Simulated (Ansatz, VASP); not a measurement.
**SnSe in VASP and in Ansatz**

```
Sn Se
1.0
     0.00000    2.89627    2.89627
     2.89627    0.00000    2.89627
     2.89627    2.89627    0.00000
Sn Se
1 1
Direct
  0.00000 0.00000 0.00000
  0.50000 0.50000 0.50000
```

Alike in both runs: task single point; functional PBE; dispersion D3(BJ); k mesh 10 × 10 × 10; occupations gaussian, width 0.02 eV; no spin polarisation.

|  | VASP | Ansatz |
| --- | --- | --- |
| version | VASP 6.6.1 | Ansatz 0.2.0 |
| potentials or method | VASP PAW PBE potentials, release 64 (Sn_d, Se) | scalar-relativistic, plane waves, PAW |
| plane-wave cutoff (eV) | 520 | 420 |
| valence electrons in the cell | 20 | 30 |

|  | VASP | Ansatz | Ansatz less VASP |
| --- | --- | --- | --- |
| gap on the k mesh at the Fermi level (eV) | 0.35 | 0.35 | +0.001 |
| least direct gap on the mesh (eV) | 0.56 | 0.56 | -0.001 |
| pressure (GPa) | 6.1 | 6.1 | 0.00 |

The two sets of potentials don't hold the same shells in valence.

Caveats: spin-orbit coupling is left out, which moves the levels of the heavy elements.
